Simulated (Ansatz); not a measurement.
**fcc against bcc along group 11 and 12**

The calculation used DFT, PBEsol, plane waves (420 eV) with PAW, scalar-relativistic (Ansatz). (PAW data from PBE, frozen cores regenerated.)

Each structure is relaxed within its symmetry, in the lowest magnetic state of the tried starts. Differences under about 8 meV lie within the error of the k-point mesh.

```
element  E(fcc) − E(bcc) (meV/atom)  V(fcc) (Å³/atom)  V(bcc) (Å³/atom)       state of fcc       state of bcc
     Cu                         -38             11.31             11.35  spin not included  spin not included
     Ag                           ?                 ?                 ?                  ?                  ?
     Au                         -20             17.00             17.03  spin not included  spin not included
     Zn                         -69             14.19             14.30  spin not included  spin not included
     Cd                         -64             20.97             21.35  spin not included  spin not included
     Hg                           9             23.37             23.84  spin not included  spin not included
```

(1) Fill in the row of Ag.

Results:

(1) E(fcc) − E(bcc) (meV/atom): -41; V(fcc) (Å³/atom): 16.64; V(bcc) (Å³/atom): 16.78; state of fcc: spin not included; state of bcc: spin not included.
